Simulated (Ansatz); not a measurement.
Level of theory: DFT PBE, scalar-relativistic, plane waves, PAW (Ansatz 0.2.0). All cells share a 420 eV cutoff and Γ-centred k meshes spaced at most about 0.3 Å⁻¹ (about 0.25 or finer for metals, 2π included). No spin polarisation in the final relaxations.

All energies are static (0 K, no zero-point motion).

Compare these two cells of Si₃Ni, each relaxed at this level.

A.

```
Si Ni
1.0
     3.74364    0.00000    0.00000
     0.00000    3.74364    0.00000
     0.00000    0.00000    3.74364
Si Ni
3 1
Direct
  0.00000 0.50000 0.50000
  0.50000 0.00000 0.50000
  0.50000 0.50000 0.00000
  0.00000 0.00000 0.00000
```

B.

```
Si Ni
1.0
     4.73119    0.00000    0.00000
     0.00000    4.73119    0.00000
     0.00000    0.00000    4.73119
Si Ni
6 2
Direct
  0.25000 0.00000 0.50000
  0.50000 0.75000 0.00000
  0.75000 0.00000 0.50000
  0.50000 0.25000 0.00000
  0.00000 0.50000 0.75000
  0.00000 0.50000 0.25000
  0.00000 0.00000 0.00000
  0.50000 0.50000 0.50000
```

Question: Which form is favoured at zero pressure, and by what margin per atom?

Answer: A is lower, by 30 meV/atom. A has the Cu3Au (L1_2) type, space group Pm-3m (No. 221), 13.1 Å³/atom and no gap on its mesh; B has the A15 type, space group Pm-3n (No. 223), 13.2 Å³/atom and no gap. B holds Si–Si chains (shortest 2.37 Å); in A the shortest Si–Si distance is 2.65 Å, near bonding range too. Even the lower one lies +0.24 eV/atom against the reference forms of the elements (uncorrected), so neither is stable at this level. In A, around Si lie 4 Ni at 2.65 Å and 8 Si at 2.65 Å; Ni is surrounded by 12 Si at 2.65 Å. In B, around Si lie 2 Si at 2.37 Å, 4 Ni at 2.64 Å and 8 Si at 2.90 Å; Ni is surrounded by 12 Si at 2.64 Å. Both come from invented guesses.

Trial moments died out on the coarse mesh in Pm-3m and Pm-3n; another magnetic start might hold. Cells relaxed within their symmetry can be saddle points.

The Cu₃Au-type cell is favoured by 30 meV/atom, but this only ranks two unfavourable ways of packing a silicon-rich composition. Ni has twelve Si neighbours at almost the same distance in both, so the preference probably originates in the silicon sublattice. The A15 cell concentrates Si–Si bonding in chains at 2.37 Å, close to the bond length in elemental silicon, while its other Si–Si contacts lengthen to 2.90 Å. The more even contacts at 2.65 Å in the Cu₃Au type are individually weak, but together they appear to cost less.

The positive formation energy fits the loss of silicon's directional tetrahedral bonding, which the long Ni–Si contacts do not seem to repay. It also agrees with the known chemistry: the L1₂ arrangement belongs to nickel-rich Ni₃Si, whereas silicon-rich mixtures form NiSi₂ alongside silicon. Since the favoured cell is also slightly denser, modest compression should not reverse the order. The comparison does not exclude a lower-energy Si₃Ni structure with less close-packed silicon.
